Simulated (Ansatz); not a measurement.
Trial structures of SiC2: starts and ends

Method: DFT PBE, scalar-relativistic, plane waves, PAW in Ansatz. All cells share a 420 eV cutoff and Γ-centred k meshes spaced at most about 0.3 Å⁻¹ (about 0.25 or finer for metals, 2π included). No spin polarisation in the final relaxations.

Each guess was relaxed in cell and atoms at zero pressure, within the symmetry of its start. All energies are static (0 K, no zero-point motion). Coordination counts C atoms around Si (those within 1.25 times the shortest such distance or 1.15 times the sum of covalent radii; a plus sign parts nearer from farther groups; the shortest distance is added where it is long for a bond). For orderings, «n of Z unlike» gives the unlike atoms among the Z nearest shared sites at the start, averaged over those sites.

| guess | made from | start group | V start (Å³/atom) | end group | V end (Å³/atom) | coordination at the end | gap on mesh (eV) | E over the lowest end (meV/atom) |
| --- | --- | --- | --- | --- | --- | --- | --- | --- |
| 1 | Si/C ordered on a cell of C | Fmmm | 13.6 | ? | ? | ? | ? | ? |
| 2 | Si/C on fcc sites, 4.0 of 12 unlike | P-3m1 | 13.6 | P6/mmm | 15.9 | Si 12+12+24 from 4.7 Å | 0 | 0 |
| 3 | Si/C on diamond sites, 2.7 of 4 unlike | P-3m1 | 13.6 | P-3m1 | 9.1 | Si 4 | 1.47 | 124 |
| 4 | Si/C on hcp sites, 4.0 of 12 unlike | P6_3/mmc | 13.6 | P6_3/mmc | 8.4 | Si 2 | 0 | 34 |

Guess 1 as it starts:

```
CELL_PARAMETERS angstrom
0.00000 3.87972 4.26909
2.46481 0.00000 4.26909
2.46481 3.87972 0.00000
ATOMIC_POSITIONS crystal
Si 0.33333 0.66667 0.66667
Si 0.66667 0.33333 0.33333
C 0.66666 0.00000 0.33334
C 0.00000 0.33334 0.00000
C 0.00000 0.66666 0.00000
C 0.33334 0.00000 0.66666
```

Question: Fill in the missing row: what does this guess relax into, and where does it rank?

Answer: It ends in space group Fmmm (No. 69), with a = 4.985 Å, b = 6.645 Å, c = 8.872 Å, 12.2 Å³/atom and no gap. It lies 0.33 eV/atom over the lowest end, above guess 3 and so the highest of the set. Counting C atoms around Si, this end has Si 2 and the lowest (guess 2) has Si 12+12+24 from 4.7 Å. This end holds Si–Si pairs (shortest 2.15 Å) and C–C chains (shortest 1.45 Å); the lowest (guess 2) holds Si–Si nets (shortest 2.47 Å) and C–C nets (shortest 1.43 Å).

```xyz
6
Lattice="0.0000 3.3223 4.4359 2.4925 0.0000 4.4359 2.4925 3.3223 0.0000" Properties=species:S:1:pos:R:3 pbc="T T T"
Si    3.5686    3.3223    4.4359
Si    1.4164    3.3223    4.4359
C     3.2245    3.3223    7.1659
C     3.2245    3.3223    1.7058
C     1.7605    3.3223    7.1659
C     1.7605    3.3223    1.7058
```

Energies over the elements count from the elements' standard structures at the same level, with no fitted energy shifts.

Question: Is the lowest end bound against the elements?

Answer: No: its formation energy is +0.32 eV/atom. It can't be a ground state, since the elements alone are lower.

No dispersion correction is applied, so the spacing and binding between layers, chains or molecules are poorly described (P6/mmm, Fmmm), and this can change margins and order among such cells. Kohn–Sham gaps at this level usually fall short of measured ones. The zero gap of Fmmm may come from the functional, which often closes small gaps, or the cell may be a true semimetal. The reference form of C is held partly by dispersion forces, which this level lacks. With atoms moved at random, P6_3/mmc came back. Other cells relaxed within their symmetry can be saddle points; a later kick test found a lower structure for SiC2 P6/mmm. A lower structure may well exist outside this small set. Some types were kept out of the candidates beforehand, so the set may lack a known form.
